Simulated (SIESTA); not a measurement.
SiC (Moissanite 6H):

```
CELL_PARAMETERS angstrom
3.09500 0.00000 0.00000
-1.54750 2.68035 0.00000
0.00000 0.00000 15.17000
ATOMIC_POSITIONS crystal
Si 0.66667 0.33333 0.45830
Si 0.33333 0.66667 0.95830
Si 0.66667 0.33333 0.79170
Si 0.33333 0.66667 0.29170
Si 0.00000 0.00000 0.62500
Si 0.00000 0.00000 0.12500
C 0.66667 0.33333 0.33330
C 0.33333 0.66667 0.83330
C 0.66667 0.33333 0.66670
C 0.33333 0.66667 0.16670
C 0.00000 0.00000 0.50000
C 0.00000 0.00000 0.00000
```

Base run:

| Item | Value |
| --- | --- |
| Program | SIESTA 5.4.2 |
| Functional | PBE |
| Potentials or basis | PseudoDojo 0.4 standard (PBE files) |
| Basis | TZP (energy shift 0.005 Ry) |
| Grid cutoff | 500 Ry |
| Energy shift | 0.005 Ry |
| k mesh | 10 × 10 × 2 |
| Occupations | fermi-dirac, width 0.05 eV |
| Spin | no spin polarisation |

Its results: band gap on the k mesh 2.03 eV, indirect (least direct gap 3.13 eV); pressure 3.2 GPa; largest force 0.145 eV/Å.

The run is repeated on the same cell with these changes: basis from TZP (energy shift 0.005 Ry) to TZ (energy shift 0.002 Ry); energy shift from 0.005 Ry to 0.002 Ry. What comes out?

Band gap on the k mesh 2.27 eV, indirect (least direct gap 3.73 eV); pressure 10.1 GPa; largest force 0.095 eV/Å.

Caveats: the basis of atomic orbitals isn't converged, which shifts pressures, moduli and gaps; the basis has no polarisation orbitals (some runs).
